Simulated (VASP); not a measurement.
# HfB (Fm-3m) in VASP: further runs, part 2 of 2

VASP 6.6.1. Earlier steps stand in the parts before.

## (3) Relaxation of cell and atoms, LDA, target pressure 10 GPa, at which the enthalpy is minimised

INCAR

```
ALGO = Fast
EDIFF = 1E-6
EDIFFG = -0.01
ENCUT = 600
GGA = CA
IBRION = 2
ISIF = 3
ISMEAR = -1
LASPH = T
LCHARG = F
LREAL = F
LWAVE = F
NELM = 80
NSW = 60
PREC = Accurate
PSTRESS = 100
SIGMA = 0.05
```

KPOINTS

```
k-points
0
Gamma
  10 10 10
```

POSCAR

```
HfB
1.0
    0.0000000000      2.3100000000      2.3100000000
    2.3100000000      0.0000000000      2.3100000000
    2.3100000000      2.3100000000      0.0000000000
Hf B
1 1
Direct
    0.5000000000      0.5000000000      0.5000000000
    0.0000000000      0.0000000000      0.0000000000
```

Potentials or basis: VASP PAW LDA potentials, release 64 (Hf_pv, B).

Command:

```
> cat potpaw_LDA.64/Hf_pv/POTCAR potpaw_LDA.64/B/POTCAR > POTCAR
> mpirun -np 1 vasp_std > vasp.out
```

OUTCAR:

```text
EDIFF = 1E-6
   EDIFFG = -0.01
   ENCUT = 600
   GGA = CA
   IBRION = 2
   ISIF = 3
   ISMEAR = -1
   LASPH = T
   LREAL = F
   NELM = 80
   NSW = 60
   PREC = Accurate
   PSTRESS = 100

 ion  position               nearest neighbor table
   1  0.500  0.500  0.500-   2 2.31   2 2.31   2 2.31   2 2.31   2 2.31   2 2.31
   2  0.000  0.000  0.000-   1 2.31   1 2.31   1 2.31   1 2.31   1 2.31   1 2.31

  LATTYP: Found a face centered cubic cell.
 ALAT       =     4.6200000000

  Lattice vectors:

 A1 = (   0.0000000000,   2.3100000000,   2.3100000000)
 A2 = (   2.3100000000,   0.0000000000,   2.3100000000)
 A3 = (   2.3100000000,   2.3100000000,   0.0000000000)

Analysis of symmetry for initial positions (statically):
=====================================================================
 Subroutine PRICEL returns:
 Original cell was already a primitive cell.

 Routine SETGRP: Setting up the symmetry group for a
 face centered cubic supercell.

 Subroutine GETGRP returns: Found 48 space group operations
 (whereof 48 operations were pure point group operations)
 out of a pool of 48 trial point group operations.

The static configuration has the point symmetry O_h .

Analysis of symmetry for dynamics (positions and initial velocities):
=====================================================================
 Subroutine PRICEL returns:
 Original cell was already a primitive cell.

 Routine SETGRP: Setting up the symmetry group for a
 face centered cubic supercell.

 Subroutine GETGRP returns: Found 48 space group operations
 (whereof 48 operations were pure point group operations)
 out of a pool of 48 trial point group operations.

The dynamic configuration has the point symmetry O_h .

 Subroutine INISYM returns: Found 48 space group operations
 (whereof 48 operations are pure point group operations),
 and found     1 'primitive' translations

----------------------------------------------------------------------------------------

                                     Primitive cell

  volume of cell :      24.6528

[... 129 lines left out ...]

 number of electron      13.0000000 magnetization

 Free energy of the ion-electron system (eV)
  ---------------------------------------------------
  ext. energy  EPLUGINS =         0.00000000
  ---------------------------------------------------
  free energy    TOTEN  =       -18.87226951 eV

  energy without entropy =      -18.86192164  energy(sigma->0) =      -18.86709557

------------------------ aborting loop because EDIFF is reached ----------------------------------------

  FORCE on cell =-STRESS in cart. coord.  units (eV):
  Direction    XX          YY          ZZ          XY          YZ          ZX
  --------------------------------------------------------------------------------------
  -------------------------------------------------------------------------------------
  Total        3.0345590      3.0345590      3.0345590      0.0000000      0.0000000      0.0000000
  in kB      197.2151310    197.2151310    197.2151310      0.0000000      0.0000000      0.0000000
  external PRESSURE =      97.2151310 kB  Pullay stress =     100.0000000 kB
[... 101 lines left out ...]
--------------------------------------- Ionic step        4  -------------------------------------------

 number of electron      13.0000001 magnetization

 Free energy of the ion-electron system (eV)
  ---------------------------------------------------
  ext. energy  EPLUGINS =         0.00000000
  ---------------------------------------------------
  free energy    TOTEN  =       -18.96366561 eV

  energy without entropy =      -18.95160483  energy(sigma->0) =      -18.95763522

 E-fermi :   4.8032     XC(G=0): -12.2678

 val. band max:        4.7846241629   @ k =  -0.2000   0.1000   0.0000
 cond. band min:       4.8106249326   @ k =   0.5000   0.3000   0.1000
 fundamental gap:      0.0260007696
 Fermi energy:         4.8031773933

 k-point     1 :       0.0000    0.0000    0.0000
  band No.  band energies     occupation
      1     -23.5376      2.00000
      2     -23.5376      2.00000
      3     -23.5376      2.00000
      4      -4.4843      2.00000
      5       6.9073      0.00000
      6       6.9073      0.00000
      7       6.9073      0.00000
      8       8.6732      0.00000
      9       8.6732      0.00000
     10       8.6732      0.00000
[... 287 lines left out ...]
 k-point    24 :       0.4000    0.3000    0.0000
  band No.  band energies     occupation
      1     -24.0177      2.00000
      2     -23.7333      2.00000
      3     -23.7132      2.00000
      4      -1.6090      2.00000
      5       2.7273      2.00000
      6       4.0915      2.00000
      7       6.1192      0.00000
      8       6.9069      0.00000
      9      10.8522      0.00000
     10      12.3599      0.00000

 [... further k-points ...]

------------------------ aborting loop because EDIFF is reached ----------------------------------------

  FORCE on cell =-STRESS in cart. coord.  units (eV):
  Direction    XX          YY          ZZ          XY          YZ          ZX
  --------------------------------------------------------------------------------------
  -------------------------------------------------------------------------------------
  Total        1.5948847      1.5948847      1.5948847      0.0000000     -0.0000000     -0.0000000
  in kB       99.6269401     99.6269401     99.6269401      0.0000000     -0.0000000     -0.0000000
  external PRESSURE =      -0.3730599 kB  Pullay stress =     100.0000000 kB
[... 21 lines left out ...]
  energy  without entropy=      -18.9516048339  energy(sigma->0) =      -18.95763522

  enthalpy is  TOTEN    =       -17.3628087708 eV   P V=        1.6008568413

 reached required accuracy - stopping structural energy minimisation
```

OSZICAR:

```text
N       E                     dE             d eps       ncg     rms          rms(c)
DAV:   1     0.156087018449E+02    0.15609E+02   -0.82425E+03   940   0.136E+03
DAV:   2    -0.195963614733E+02   -0.35205E+02   -0.33806E+02  1192   0.208E+02
DAV:   3    -0.205561912516E+02   -0.95983E+00   -0.93941E+00  1224   0.246E+01
DAV:   4    -0.205632801592E+02   -0.70889E-02   -0.70544E-02  1196   0.198E+00
[... 39 lines left out ...]
       N       E                     dE             d eps       ncg     rms          rms(c)
DAV:   1    -0.189636916617E+02    0.12466E-02   -0.74668E-04  1036   0.281E-01    0.747E-02
RMM:   2    -0.189636717301E+02    0.19932E-04   -0.26388E-05   936   0.520E-02    0.466E-02
RMM:   3    -0.189636653736E+02    0.63564E-05   -0.25101E-05   938   0.433E-02    0.268E-02
RMM:   4    -0.189636656121E+02   -0.23845E-06   -0.35340E-06   718   0.174E-02
   4 F= -.17362809E+02 E0= -.17356778E+02  d E =-.292442E-01
```

CONTCAR:

```text
HfB
   1.00000000000000
     0.0000000000000000    2.3406924861706333    2.3406924861706333
     2.3406924861706333    0.0000000000000000    2.3406924861706333
     2.3406924861706333    2.3406924861706333    0.0000000000000000
  Hf              B
     1     1
Direct
     0.5000000000000000    0.5000000000000000    0.5000000000000000
     0.0000000000000000    0.0000000000000000    0.0000000000000000

  0.00000000E+00  0.00000000E+00  0.00000000E+00
  0.00000000E+00  0.00000000E+00  0.00000000E+00
```

Run time: 29 s. Hardware: 1 thread of Intel Xeon Platinum 8488C (Sapphire Rapids), shared host; peak memory 0.15 GiB.

Results:

| Quantity | Value |
| --- | --- |
| Free energy | -18.9637 eV |
| Relaxed volume | 12.82 Å³/atom |
| Relaxed cell | a = 3.310 Å, b = 3.310 Å, c = 3.310 Å, α = 60.00°, β = 60.00°, γ = 60.00° |
| Space group after relaxing (to 0.05 Å) | Fm-3m (No. 225) |
| Energy change on relaxing (the enthalpy is what falls) | -45.7 meV/atom |
| Ionic steps | 4 |
| Pressure after relaxing | 10.0 GPa |
| Band gap on the k mesh | none (metal or under the smearing width) |

Step by step:
```csv
step,energy change (eV),largest force (eV/Å),pressure (GPa),volume (Å³)
1,0.0000,0.0000,19.72,24.65
2,-0.1236,0.0000,-3.49,27.42
3,-0.0927,0.0000,9.81,25.67
4,-0.0914,0.0000,9.96,25.65
```

Final structure:
```xyz
2
Lattice="0.0000 2.3407 2.3407 2.3407 0.0000 2.3407 2.3407 2.3407 0.0000" Properties=species:S:1:pos:R:3 pbc="T T T"
Hf    2.3407    2.3407    2.3407
B     0.0000    0.0000    0.0000
```

Caveat: the cell is relaxed towards a set pressure, so the enthalpy falls and the energy may rise. Spin-orbit coupling is left out, which matters for the levels of Hf.

## (4) Relaxation of cell and atoms, LDA, target pressure 20 GPa, at which the enthalpy is minimised

INCAR, as its differences from that of step 3:

```diff
@@ -15,3 +15,3 @@
 PREC = Accurate
-PSTRESS = 100
+PSTRESS = 200
 SIGMA = 0.05
```

KPOINTS is that of step 3.

POSCAR is that of step 3.

Potentials or basis: VASP PAW LDA potentials, release 64 (Hf_pv, B).

Command:

```
> cat potpaw_LDA.64/Hf_pv/POTCAR potpaw_LDA.64/B/POTCAR > POTCAR
> mpirun -np 1 vasp_std > vasp.out
```

OUTCAR:

```text
EDIFF = 1E-6
   EDIFFG = -0.01
   ENCUT = 600
   GGA = CA
   IBRION = 2
   ISIF = 3
   ISMEAR = -1
   LASPH = T
   LREAL = F
   NELM = 80
   NSW = 60
   PREC = Accurate
   PSTRESS = 200

 ion  position               nearest neighbor table
   1  0.500  0.500  0.500-   2 2.31   2 2.31   2 2.31   2 2.31   2 2.31   2 2.31
   2  0.000  0.000  0.000-   1 2.31   1 2.31   1 2.31   1 2.31   1 2.31   1 2.31

  LATTYP: Found a face centered cubic cell.
 ALAT       =     4.6200000000

  Lattice vectors:

 A1 = (   0.0000000000,   2.3100000000,   2.3100000000)
 A2 = (   2.3100000000,   0.0000000000,   2.3100000000)
 A3 = (   2.3100000000,   2.3100000000,   0.0000000000)

Analysis of symmetry for initial positions (statically):
=====================================================================
 Subroutine PRICEL returns:
 Original cell was already a primitive cell.

 Routine SETGRP: Setting up the symmetry group for a
 face centered cubic supercell.

 Subroutine GETGRP returns: Found 48 space group operations
 (whereof 48 operations were pure point group operations)
 out of a pool of 48 trial point group operations.

The static configuration has the point symmetry O_h .

Analysis of symmetry for dynamics (positions and initial velocities):
=====================================================================
 Subroutine PRICEL returns:
 Original cell was already a primitive cell.

 Routine SETGRP: Setting up the symmetry group for a
 face centered cubic supercell.

[... 230 lines left out ...]

 number of electron      13.0000000 magnetization

 Free energy of the ion-electron system (eV)
  ---------------------------------------------------
  ext. energy  EPLUGINS =         0.00000000
  ---------------------------------------------------
  free energy    TOTEN  =       -18.86893064 eV

  energy without entropy =      -18.85863080  energy(sigma->0) =      -18.86378072

 E-fermi :   5.0735     XC(G=0): -12.4584

 val. band max:        5.0365179275   @ k =  -0.2000   0.1000   0.0000
 cond. band min:       5.0940689042   @ k =   0.5000   0.3000   0.1000
 fundamental gap:      0.0575509767
 Fermi energy:         5.0735170721

 k-point     1 :       0.0000    0.0000    0.0000
  band No.  band energies     occupation
      1     -23.0565      2.00000
      2     -23.0565      2.00000
      3     -23.0565      2.00000
      4      -4.3434      2.00000
      5       7.2185      0.00000
      6       7.2185      0.00000
      7       7.2185      0.00000
      8       9.0568      0.00000
      9       9.0568      0.00000
     10       9.0568      0.00000
[... 287 lines left out ...]
 k-point    24 :       0.4000    0.3000    0.0000
  band No.  band energies     occupation
      1     -23.6141      2.00000
      2     -23.2831      2.00000
      3     -23.2597      2.00000
      4      -1.3912      2.00000
      5       2.9910      2.00000
      6       4.2964      2.00000
      7       6.4586      0.00000
      8       7.2754      0.00000
      9      11.3894      0.00000
     10      12.9800      0.00000

 [... further k-points ...]

------------------------ aborting loop because EDIFF is reached ----------------------------------------

  FORCE on cell =-STRESS in cart. coord.  units (eV):
  Direction    XX          YY          ZZ          XY          YZ          ZX
  --------------------------------------------------------------------------------------
  -------------------------------------------------------------------------------------
  Total        3.0734781      3.0734781      3.0734781      0.0000000      0.0000000      0.0000000
  in kB      199.9629601    199.9629601    199.9629601      0.0000000      0.0000000      0.0000000
  external PRESSURE =      -0.0370399 kB  Pullay stress =     200.0000000 kB
[... 21 lines left out ...]
  energy  without entropy=      -18.8586308045  energy(sigma->0) =      -18.86378072

  enthalpy is  TOTEN    =       -15.7948831970 eV   P V=        3.0740474478

 reached required accuracy - stopping structural energy minimisation
```

CONTCAR:

```text
HfB
   1.00000000000000
     0.0000000000000000    2.3091583692507678    2.3091583692507678
     2.3091583692507678    0.0000000000000000    2.3091583692507678
     2.3091583692507678    2.3091583692507678    0.0000000000000000
  Hf              B
     1     1
Direct
     0.5000000000000000    0.5000000000000000    0.5000000000000000
     0.0000000000000000    0.0000000000000000    0.0000000000000000

  0.00000000E+00  0.00000000E+00  0.00000000E+00
  0.00000000E+00  0.00000000E+00  0.00000000E+00
```

It took 18 s on 1 thread of Intel Xeon Platinum 8488C (Sapphire Rapids), shared host; peak memory 0.15 GiB.

What came out:

```
Free energy                                            : -18.8689 eV
Relaxed volume                                         : 12.31 Å³/atom
Relaxed cell                                           : a = 3.266 Å, b = 3.266 Å, c = 3.266 Å, α = 60.00°, β = 60.00°, γ = 60.00°
Space group after relaxing (to 0.05 Å)                 : Fm-3m (No. 225)
Energy change on relaxing (the enthalpy is what falls) : +1.7 meV/atom
Ionic steps                                            : 3
Pressure after relaxing                                : 20.0 GPa
Band gap on the k mesh                                 : none (metal or under the smearing width)
```

The path:
```tsv
step	energy change (eV)	largest force (eV/Å)	pressure (GPa)	volume (Å³)
1	0.0000	0.0000	19.72	24.65
2	0.0096	0.0000	20.55	24.58
3	0.0033	0.0000	20.00	24.63
```

Final structure:
```yaml
crystal:
  lattice:
    - [0.00000, 2.30916, 2.30916]
    - [2.30916, 0.00000, 2.30916]
    - [2.30916, 2.30916, 0.00000]
  atoms:
    - { symbol: Hf, position: [0.50000, 0.50000, 0.50000] }
    - { symbol: B, position: [0.00000, 0.00000, 0.00000] }
```

Levels at points of the mesh, in eV from the Fermi level:
```csv
k point,band 4,band 5,band 6,band 7,band 8,band 9,band 10
"(0.00, 0.00, 0.00)",-9.42,2.14,2.14,2.14,3.98,3.98,3.98
"(0.50, 0.00, 0.00)",-4.97,-3.82,-1.37,-1.37,6.45,6.45,7.53
"(0.50, 0.50, 0.00)",-6.60,-1.12,-0.77,2.44,2.44,6.21,7.82
```

Caveat: the cell is relaxed towards a set pressure, so the enthalpy falls and the energy may rise. Spin-orbit coupling is left out, which matters for the levels of Hf.

## (5) The runs side by side

```csv
cell,target pressure,gap on the mesh (eV),pressure (GPa)
relaxed to 5 GPa,5 GPa,none,5.0
relaxed to 10 GPa,10 GPa,none,10.0
relaxed to 20 GPa,20 GPa,none,20.0
```

Alike in all rows: task relaxation of cell and atoms; level LDA; potentials or basis VASP PAW LDA potentials, release 64 (Hf_pv, B); no spin polarisation; k mesh 10 × 10 × 10; cutoff (eV) 600; smearing fermi-dirac 0.05 eV.

Caveats: the cell is relaxed towards a set pressure, so the enthalpy falls and the energy may rise.

Absolute energies hang on the potentials; compare differences alone.
